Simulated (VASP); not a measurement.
CsI (CsCl type) relaxed at rising pressure, in one space group throughout; other phases were not tried. The pressures are those reached. These are PBEsol GGA, VASP's PBE PAW potentials (set 64) (plane waves; VASP) values and carry that method's errors.

```csv
P (GPa),V (Å³/atom),k-mesh
-0.03,46.064,6×6×6
4.99,36.910,6×6×6
9.98,33.060,7×7×7
19.92,28.864,7×7×7
29.90,26.354,7×7×7
```

A change of mesh leaves a small step in the series.

**Question.** Fit an equation of state and predict the volume at 45.00 GPa.

**Answer.** Least squares on the third-order Birch-Murnaghan form, P = (3B0/2)(y⁷ − y⁵)[1 + (3/4)(B′ − 4)(y² − 1)] with y = (V0/V)^(1/3), gives V0 = 45.879 Å³/atom, B0 = 13 GPa and B′ = 4.9, and so 23.916 Å³/atom. The run gave 23.860 Å³/atom, -0.2 % from the fit.

Pressures at which the relaxation failed are left out.

The compound is CsI in the CsCl type structure.
